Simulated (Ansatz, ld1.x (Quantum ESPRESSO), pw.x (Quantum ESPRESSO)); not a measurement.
## From atom to crystal: RRKJ potential for magnesium (Mg)

```json
{"Element": "Mg", "Generator": "ld1.x (Quantum ESPRESSO) 7.5", "Type": "norm-conserving RRKJ (Kleinman–Bylander form)", "Functional": "PBE", "Relativity": "scalar-relativistic", "Frozen core": "[Ne]", "Valence charge": "2", "Reference configuration": "3s1.5 3p0 (charge +0.5)", "Partial waves": "3s (bound): rc 2.10 bohr; 3p (bound, empty): rc 2.00 bohr; 3d channel at 0.05 Ry: rc 1.60 bohr", "Local potential": "the d channel", "Core correction": "none", "rho0": "0.02"}
```

Atomic tests: cutoffs needed: 10 Ry and 35 Ry (the cutoffs (Ry, on a coarse ladder) from which the occupation-weighted sum of valence levels, in a spherical-Bessel basis at the reference potential, stays within 10 and 1 mRy of its value at 400 Ry); ghost test: ghost state, extra bound levels that the all-electron valence spectrum of the same l lacks: s at -0.95 eV; a true bound ghost makes a file unfit for plane-wave use (spherical-Bessel basis up to 400 Ry, 20 bohr box); largest excitation error: +109 meV (all-electron minus pseudo) for 3s0 3p1, out of 5 test configurations.

Crystal test: sc Mg in pw.x 7.5, no spin, 11³ k-points, Fermi–Dirac smearing 0.01 Ry, cutoffs 45/180 Ry. The reference is all-electron LAPW (Ansatz 0.2.0) with the same functional, mesh and smearing; V0 and B0 come from Birch–Murnaghan fits to the pressures at five volumes. Errors are pseudo minus all-electron; Δ is the rms difference of the E(V) curves that follow from these fits, minima aligned, over ±6 % about the mean V0. Mesh and smearing are coarse, so the numbers serve the comparison and aren't converged zero-temperature values; the lattice is a test structure that the element need not adopt.

All-electron: a0 = 3.021 Å (V0 = 27.58 Å³/atom), B0 = 22.7 GPa.

Question: How far does the potential miss the all-electron equation of state?

Answer: mean pressure error (GPa): +0.09; a0 (Å): 3.025; a0 error (%): +0.13; B0 error (%): -0.9; Δ (meV/atom): 0.5. Note: ghost state, extra bound levels that the all-electron valence spectrum of the same l lacks: s at -0.95 eV. A true bound ghost makes a file unfit for plane-wave use. The logarithmic derivative shows an extra or strongly shifted pseudo pole above the reference energy (s near -0.09 Ry).

```
V (Å³/atom)  P all-electron (GPa)  P pseudo (GPa)
     26.402                  1.08            1.18
     27.097                  0.42            0.51
     27.792                 -0.17           -0.08
     28.487                 -0.69           -0.60
     29.182                 -1.14           -1.06
```

Question: At the middle volume, how do free energy and pressure move when the wave cutoff is lowered (ecutrho kept at four times it)?

Answer:

| cutoff (Ry) | shift of F (meV/atom) | shift of P (GPa) |
| --- | --- | --- |
| 20 | +41.6 | -0.31 |
| 27 | +11.7 | -0.28 |
| 36 | +0.9 | -0.03 |

The run at the middle volume (56 k-points, 8 iterations) took about 4 s on one core of a shared host (AMD EPYC 7R43 64-Core Processor, 256 threads, 1004 GiB, load 70).
